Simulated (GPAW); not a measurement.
# TePb (Fm-3m) in GPAW: convergence with k mesh

Aim: find how far k mesh must go before the results for TePb settle, at LDA. This setting moves, with any that are tied to it; all else stays.

All numbers are computed with GPAW 26.7.0; they aren't measurements. Logs are shortened: lines on timing, memory, paths and dates and some standing lists are left out, and cuts for length are marked. The log counts tension as positive stress, the text compression.

## Step 1: The structure

Symmetry: Fm-3m, No. 225, cubic system. The conventional cell has a = 6.462 Å, b = 6.462 Å, c = 6.462 Å, α = 90.00°, β = 90.00°, γ = 90.00°. Around Pb (site symmetry m-3m) lie 6 Te at 3.23 Å. Te (site symmetry m-3m) is surrounded by 6 Pb at 3.23 Å.

## Step 2: With k mesh 2 × 2 × 2

run.py reads:

```python
import json
import numpy as np
from ase import Atoms
from ase.dft.bandgap import bandgap
from ase.io import write
from gpaw import GPAW, PW
from gpaw.response.g0w0 import G0W0

atoms = Atoms(['Pb', 'Te'],
              cell=[[0.0, 3.231, 3.231],
                    [3.231, 0.0, 3.231],
                    [3.231, 3.231, 0.0]],
              scaled_positions=[[0.0, 0.0, 0.0],
                                [0.5, 0.5, 0.5]],
              pbc=True)

calc = GPAW(mode=PW(450),
            xc='LDA',
            kpts={'size': (2, 2, 2), 'gamma': True},
            occupations={'name': 'fermi-dirac', 'width': 0.001},
            nbands=19,
            convergence={'density': 1e-06},
            maxiter=150,
            txt='gpaw.txt')
atoms.calc = calc
energy = atoms.get_potential_energy()
calc.write('gs.gpw')
write('result.traj', atoms)
print(f'Energy: {energy:.6f} eV')
print('Fermi level:', round(calc.get_fermi_level(), 4), 'eV')
print(f'Gap: {bandgap(calc)[0]:.4f} eV, direct: {bandgap(calc, direct=True)[0]:.4f} eV')

calc.diagonalize_full_hamiltonian(nbands=113)
calc.write('full.gpw', mode='all')

ibz = calc.get_ibz_k_points()
gap, vbm, cbm = bandgap(calc, output=None)
gap, direct, _ = bandgap(calc, direct=True, output=None)
gamma = int(np.abs(ibz).sum(1).argmin())
kpts = sorted({gamma, vbm[1], cbm[1], direct[1]})
gw = G0W0(calc='full.gpw',
          filename='gw',
          ecut=80,
          ecut_extrapolation=False,
          relbands=(-1, 1),
          kpts=kpts,
          integrate_gamma='sphere',
          nbands=109,
          ppa=True)
gw.calculate()
results = {mode: {key: np.asarray(r[key]).tolist() for key in ['f', 'eps', 'vxc', 'exx', 'sigma', 'Z', 'qp', 'sigma_eskn']}
           for mode, r in gw.all_results.items()}
json.dump({'kpts': ibz[kpts].tolist(), 'results': results}, open('gw.json', 'w'))
for mode, r in results.items():
    f, qp = np.array(r['f']), np.array(r['qp'])
    print(mode, 'quasiparticle energies (eV):')
    print(qp.round(3))
    print(mode, 'gap:', round(qp[f < 0.5].min() - qp[f > 0.5].max(), 4), 'eV')
```

Potentials or basis: the program's PAW data sets (release 1.2.1) made for this functional, pw.

Run with:

```console
OMP_NUM_THREADS=1 python run.py
```

gpaw.txt:

```text
__  _  _
 | _ |_)|_||  |
 |__||  | ||/\| - 26.7.0

Input parameters:
  mode=PW(ecut=450.00000000000006),
  convergence={'density': 1e-06},
  kpts=MonkhorstPack(size=(2, 2, 2), gamma=True),
  maxiter=150,
  nbands=19,
  occupations=Occupations(name='fermi-dirac', width=0.001),
  xc=XC(name='LDA')

Diagonalizing LCAO Hamiltonian
Converting LCAO to pw mode

                 Te

       Pb

Atoms  # Å, Bohr magnetons
|   | symbol |        x |        y |        z |    initial magnetic moments |
|---|--------|----------|----------|----------|-----------------------------|
| 0 |     Pb | 0.000000 | 0.000000 | 0.000000 | ( 0.0000,  0.0000,  0.0000) |
| 1 |     Te | 3.231000 | 3.231000 | 3.231000 | ( 0.0000,  0.0000,  0.0000) |

Unit cell  # Å
| periodic |        x |        y |        z |  lengths |    angles |
|----------|----------|----------|----------|----------|-----------|
|      yes | 0.000000 | 3.231000 | 3.231000 | 4.569324 | 60.000000 |
|      yes | 3.231000 | 0.000000 | 3.231000 | 4.569324 | 60.000000 |
|      yes | 3.231000 | 3.231000 | 0.000000 | 4.569324 | 60.000000 |

Number of symmetries: 48
Symmetry operations  # r_c * U_cc + t_c -> r_c
|    | kind |            matrix            |
|----|------|------------------------------|
|  0 |  σ   |  1, 0, 0,  1, 0,-1,  1,-1, 0 |
|  1 |  C2  |  1, 0, 0,  1,-1, 0,  1, 0,-1 |
|  2 |  E   |  1, 0, 0,  0, 1, 0,  0, 0, 1 |
|  3 |  σ   |  1, 0, 0,  0, 0, 1,  0, 1, 0 |
|  4 |  C4  |  1, 0,-1,  1, 0, 0,  1,-1, 0 |
|  5 |  S6  |  1, 0,-1,  1,-1, 0,  1, 0, 0 |
|  6 |  σ   |  1, 0,-1,  0, 1,-1,  0, 0,-1 |
|  7 |  C3  |  1, 0,-1,  0, 0,-1,  0, 1,-1 |
|  8 |  S6  |  1,-1, 0,  1, 0, 0,  1, 0,-1 |
|  9 |  C4  |  1,-1, 0,  1, 0,-1,  1, 0, 0 |
| 10 |  C3  |  1,-1, 0,  0,-1, 1,  0,-1, 0 |
| 11 |  σ   |  1,-1, 0,  0,-1, 0,  0,-1, 1 |
| 12 |  σ   |  0, 1, 0,  1, 0, 0,  0, 0, 1 |
| 13 |  C4  |  0, 1, 0,  0, 1,-1, -1, 1, 0 |
| 14 |  C3  |  0, 1, 0,  0, 0, 1,  1, 0, 0 |
| 15 |  S6  |  0, 1, 0, -1, 1, 0,  0, 1,-1 |
| 16 |  C2  |  0, 1,-1,  1, 0,-1,  0, 0,-1 |
| 17 |  σ   |  0, 1,-1,  0, 1, 0, -1, 1, 0 |
| 18 |  S4  |  0, 1,-1,  0, 0,-1,  1, 0,-1 |
| 19 |  C4  |  0, 1,-1, -1, 1, 0,  0, 1, 0 |
| 20 |  C3  |  0, 0, 1,  1, 0, 0,  0, 1, 0 |
| 21 |  σ   |  0, 0, 1,  0, 1, 0,  1, 0, 0 |
| 22 |  S6  |  0, 0, 1,  0,-1, 1, -1, 0, 1 |
| 23 |  C4  |  0, 0, 1, -1, 0, 1,  0,-1, 1 |
| 24 |  S4  |  0, 0,-1,  1, 0,-1,  0, 1,-1 |
| 25 |  C3  |  0, 0,-1,  0, 1,-1,  1, 0,-1 |
| 26 |  C2  |  0, 0,-1,  0,-1, 0, -1, 0, 0 |
| 27 |  S6  |  0, 0,-1, -1, 0, 0,  0,-1, 0 |
| 28 |  S4  |  0,-1, 1,  1,-1, 0,  0,-1, 0 |
| 29 |  C4  |  0,-1, 1,  0, 0, 1, -1, 0, 1 |
| 30 |  C2  |  0,-1, 1,  0,-1, 0,  1,-1, 0 |
| 31 |  σ   |  0,-1, 1, -1, 0, 1,  0, 0, 1 |
| 32 |  C3  |  0,-1, 0,  1,-1, 0,  0,-1, 1 |
| 33 |  S6  |  0,-1, 0,  0, 0,-1, -1, 0, 0 |
| 34 |  S4  |  0,-1, 0,  0,-1, 1,  1,-1, 0 |
| 35 |  C2  |  0,-1, 0, -1, 0, 0,  0, 0,-1 |
| 36 |  C2  | -1, 1, 0,  0, 1, 0,  0, 1,-1 |
| 37 |  S6  | -1, 1, 0,  0, 1,-1,  0, 1, 0 |
| 38 |  S4  | -1, 1, 0, -1, 0, 1, -1, 0, 0 |
| 39 |  C3  | -1, 1, 0, -1, 0, 0, -1, 0, 1 |
| 40 |  S6  | -1, 0, 1,  0, 0, 1,  0,-1, 1 |
| 41 |  C2  | -1, 0, 1,  0,-1, 1,  0, 0, 1 |
| 42 |  C3  | -1, 0, 1, -1, 1, 0, -1, 0, 0 |
| 43 |  S4  | -1, 0, 1, -1, 0, 0, -1, 1, 0 |
| 44 |  C2  | -1, 0, 0,  0, 0,-1,  0,-1, 0 |
| 45 |  i   | -1, 0, 0,  0,-1, 0,  0, 0,-1 |
| 46 |  σ   | -1, 0, 0, -1, 1, 0, -1, 0, 1 |
| 47 |  C2  | -1, 0, 0, -1, 0, 1, -1, 1, 0 |

BZ-sampling:
  Number of BZ points: 8
  Number of IBZ points: 3

  Monkhorst-Pack size: [2, 2, 2]
  Monkhorst-Pack shift: [0.25, 0.25, 0.25]

K-points  # in reciprocal-cell coordinates
|   |                                coordinates |     weight |
|---|--------------------------------------------|------------|
| 0 | (  0.00000000,   0.00000000,   0.00000000) | 0.12500000 |
| 1 | (  0.50000000,   0.50000000,   0.00000000) | 0.37500000 |
| 2 | (  0.50000000,   0.50000000,   0.50000000) | 0.50000000 |

Plane wave coefficients: 1476
Cutoff: 450.00000000000006 eV

Spin-components: 1 (collinear spins)
Bands:           19
Projectors:      11
Spin-degeneracy: 2
Datatype:        complex128

Parallelization:
  kpt:    1
  domain: 1
  band:   1

Density:
  Valence electrons: 20.0
  Components: 1
  Grid points: [24 24 24]
  Charge: 0.0  # |e|

Potential:
  Grid points: [24 24 24]

species:
  Pb:
    name:    Lead
    Z:       82.0
    valence: 14
    core:    68
    charge:  0.0  # [|e|]
    compensation charges:
      type: gauss
      rc: 0.38  # [Å]
      lmax: 2
    cutoffs:
      filter: 2.36  # [Å]
      core: 2.43  # [Å]
    projectors
    | kind |    occ | energy [eV] | rcut [Å] |
    |------|--------|-------------|----------|
    |   6s |  2.000 |     -12.249 |    1.259 |
    |   6p |  2.000 |      -3.713 |    1.275 |
    |   5d | 10.000 |     -21.326 |    1.217 |
    |    s |        |      14.962 |    1.259 |
    |    p |        |      23.498 |    1.275 |
    |    d |        |       5.885 |    1.217 |

    Using partial waves for Pb as LCAO basis

  Te:
    name:    Tellurium
    Z:       52.0
    valence: 6
    core:    46
    charge:  0.0  # [|e|]
    compensation charges:
      type: gauss
      rc: 0.36  # [Å]
      lmax: 2
    cutoffs:
      filter: 2.09  # [Å]
      core: 3.17  # [Å]
    projectors
    | kind |    occ | energy [eV] | rcut [Å] |
    |------|--------|-------------|----------|
    |   5s |  2.000 |     -15.337 |    1.180 |
    |   5p |  4.000 |      -6.113 |    1.196 |
    |    s |        |      11.875 |    1.180 |
    |    p |        |      21.098 |    1.196 |
    |    d |        |       0.000 |    1.238 |

    Using partial waves for Te as LCAO basis

Reference energy: -751608.429774  # eV

eigensolver:
  PPCG
  Converge bands: occupied
  niter=2

density mixing:
  MSR1-Mixer
  Pratt-step length: 0.05
  Maximum mixing coefficient: 0.75
  Old densities: 10
  SVD Regularization: 0.005
  Good broyden scale: 1.0
  Trust region scale: 1.0
  Backstep threshold: 4.0
  History deletion threshold: 6.0
  Fourier metric: weight=20.0, sigma=0.015

occupation numbers:
  Fermi-Dirac:
    width: 0.0010  # eV

poisson solver:
  ecut: 3600.0000000000005  # eV

xc functional:
  name: None

convergence criteria:
- Maximum integral of absolute [dens]ity change: 1e-06 electrons / valence electron
- Maximum [total energy] change in last 3 cyles: 0.0005 eV / valence electron
- Maximum integral of absolute [eigenst]ate change: 4e-08 eV^2 / valence electron
maximum number of iterations: 150

SCF iterations
|iter     | |      energy | eigst |  dens |
|---------|-|-------------|-------|-------|
|iter:   1| |   -7.751333 | -0.08 |       |
|iter:   2| |   -7.664265 | -2.20 | -1.14 |
|iter:   3| |   -7.312465 | -1.60 | -1.18 |
|iter:   4| |   -7.310497 | -3.79 | -1.84 |
|iter:   5| |   -7.310350c| -4.78 | -2.28 |
|iter:   6| |   -7.310353c| -5.97 | -3.15 |
|iter:   7| |   -7.310353c| -7.31 | -3.90 |
|iter:   8| |   -7.310353c| -7.56c| -4.49 |
|iter:   9| |   -7.310353c| -7.95c| -5.19 |
|iter:  10| |   -7.310353c| -8.31c| -5.95 |
|iter:  11| |   -7.310353c| -8.63c| -6.27c|

Converged in 11 steps
Energy contributions relative to reference atoms: (reference = -751608.429774)

Energy contributions:
  Kinetic:          30.052885
  Coulomb:         -27.760267
  Zero:              0.128318
  External:          0.000000
  Xc:               -9.731288
  Entropy:          -0.000000
  Spinorbit:         0.000000
  ----------------------------
  Free energy:      -7.310353
  Extrapolated:     -7.310353

dipole moment: (-27.478022, -27.478022, -27.478022)  # |e|*Ang

Fermi level: 5.845
Eigenvalues  # (at kpt = [0.000, 0.000, 0.000])
| band index |      eig [eV] | occ [0-2] |
|------------|---------------|-----------|
|          0 |       -11.598 |     2.000 |
|        ... |               |           |
|          2 |       -11.589 |     2.000 |
|          3 |       -11.589 |     2.000 |
|          4 |       -11.589 |     2.000 |
|          5 |        -6.477 |     2.000 |
|          6 |        -0.275 |     2.000 |
|          7 |         4.259 |     2.000 |
[... 9 lines left out ...]
|         17 |        12.872 |     0.000 |
|         18 |        13.547 |     0.000 |

Gap: 0.424 eV
Transition (v -> c):
  (s=0, k=2, n=9, [0.50, 0.50, 0.50]) -> (s=0, k=2, n=10, [0.50, 0.50, 0.50])
No difference between direct/indirect transitions
# Writing to gs.gpw (mode='')

Matrix size: 1476x1476
# Writing to full.gpw (mode='all')
```

It took 18 s on 1 thread of Arm Neoverse V2, shared host; peak memory 0.33 GiB.

Results:

```
Free energy                              : -7.3104 eV
Band gap on the k mesh, mean-field level : 0.42 eV, direct
Quasiparticle gap                        : 0.77 eV
Least direct quasiparticle gap           : 0.77 eV
```

## Step 3: With k mesh 3 × 3 × 3

run.py: that of step 2 with these lines changed.

```diff
@@ -18,3 +18,3 @@
             xc='LDA',
-            kpts={'size': (2, 2, 2), 'gamma': True},
+            kpts={'size': (3, 3, 3), 'gamma': True},
             occupations={'name': 'fermi-dirac', 'width': 0.001},
```

Potentials or basis: the program's PAW data sets (release 1.2.1) made for this functional, pw.

Run with:

```console
OMP_NUM_THREADS=1 python run.py
```

Wall time 33 s (1 thread of Arm Neoverse V2, shared host); peak memory 0.34 GiB.

It converged, with:

- Free energy: -9.1192 eV

## Step 4: With k mesh 4 × 4 × 4

run.py: that of step 3 with these lines changed.

```diff
@@ -18,3 +18,3 @@
             xc='LDA',
-            kpts={'size': (3, 3, 3), 'gamma': True},
+            kpts={'size': (4, 4, 4), 'gamma': True},
             occupations={'name': 'fermi-dirac', 'width': 0.001},
```

Run with:

```console
OMP_NUM_THREADS=1 python run.py
```

Wall time 85 s (1 thread of Arm Neoverse V2, shared host); peak memory 0.44 GiB.

The run converged. Its results:

```
Free energy                              : -9.0544 eV
Band gap on the k mesh, mean-field level : 0.62 eV, direct
Quasiparticle gap                        : 0.76 eV
Least direct quasiparticle gap           : 0.76 eV
```

## Step 5: With k mesh 5 × 5 × 5

run.py: that of step 4 with these lines changed.

```diff
@@ -18,3 +18,3 @@
             xc='LDA',
-            kpts={'size': (4, 4, 4), 'gamma': True},
+            kpts={'size': (5, 5, 5), 'gamma': True},
             occupations={'name': 'fermi-dirac', 'width': 0.001},
```

Run with:

```console
OMP_NUM_THREADS=1 python run.py
```

It took 3.3 min on 1 thread of Arm Neoverse V2, shared host; peak memory 0.59 GiB.

Results (log left out):

```
Free energy : -9.0644 eV
```

## Step 6: With k mesh 6 × 6 × 6

run.py: that of step 5 with these lines changed.

```diff
@@ -18,3 +18,3 @@
             xc='LDA',
-            kpts={'size': (5, 5, 5), 'gamma': True},
+            kpts={'size': (6, 6, 6), 'gamma': True},
             occupations={'name': 'fermi-dirac', 'width': 0.001},
```

Potentials or basis: the program's PAW data sets (release 1.2.1) made for this functional, pw.

Run with:

```console
OMP_NUM_THREADS=1 python run.py
```

It took 6.7 min on 1 thread of Arm Neoverse V2, shared host; peak memory 0.83 GiB.

Results (log left out):

- Free energy: -9.0627 eV
- Band gap on the k mesh, mean-field level: 0.62 eV, direct
- Quasiparticle gap: 0.78 eV
- Least direct quasiparticle gap: 0.78 eV

## Step 7: Result

```
   k mesh  energy less the tightest run, at zero smearing (meV/atom)  SCF cycles  CPU time (s)  peak memory (GiB)
2 × 2 × 2                                                     876.20          11            18               0.33
3 × 3 × 3                                                     -28.20          10            33               0.34
4 × 4 × 4                                                       4.16          10            85               0.44
5 × 5 × 5                                                      -0.84          10           200               0.59
6 × 6 × 6                                                       0.00          10           400               0.83
```

Against the tightest run, the energy stays within 1 meV/atom from 5 × 5 × 5 on. Meshes of other sizes hit other points, so gaps and Fermi surfaces needn't settle smoothly. The tightest run that finished is the yardstick and may itself not be fully converged.

Caveats: the quasiparticle gap is taken among the few k points that were corrected; the long-wavelength limit can be off by a per cent or two; spin-orbit coupling is left out, which as a rule narrows the gap of such compounds by several tenths of an eV.
